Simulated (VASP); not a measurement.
Al: electrostatic potential with revPBE+D3(BJ)

Al:

```
Al
1.0
     0.00000    2.02481    2.02481
     2.02481    0.00000    2.02481
     2.02481    2.02481    0.00000
Al
1
Direct
  0.00000 0.00000 0.00000
```

| Quantity | Value |
| --- | --- |
| Program | VASP 6.6.1 |
| Task | electrostatic potential |
| Functional | revPBE |
| Dispersion | D3(BJ) |
| Potentials or basis | VASP PAW PBE potentials, release 64 (Al_GW) |
| Cutoff | 550 eV |
| k mesh | 11 × 11 × 11 |
| Occupations | methfessel-paxton, width 0.2 eV |
| Spin | no spin polarisation |
| Further INCAR settings | ALGO = Fast; EDIFF = 1e-07 |

The pressure is -5.9 GPa. The band gap on the k mesh is none (metal or under the smearing width) and the dispersion energy per atom is -0.635 eV.

Levels at points of the mesh, in eV from the Fermi level:
```csv
k point,band 1,band 2,band 3,band 4,band 5
"(0.00, 0.00, 0.00)",-11.10,12.59,12.59,12.59,14.08
```

Run time: 5.8 s on 1 thread of AMD EPYC 9R45 (Zen 5), on a shared host, peak memory 0.11 GiB.

Caveat: the PAW data sets were made with another functional, which shifts forces and pressure a little; pairwise dispersion overbinds metals, which lowers pressure and volume.
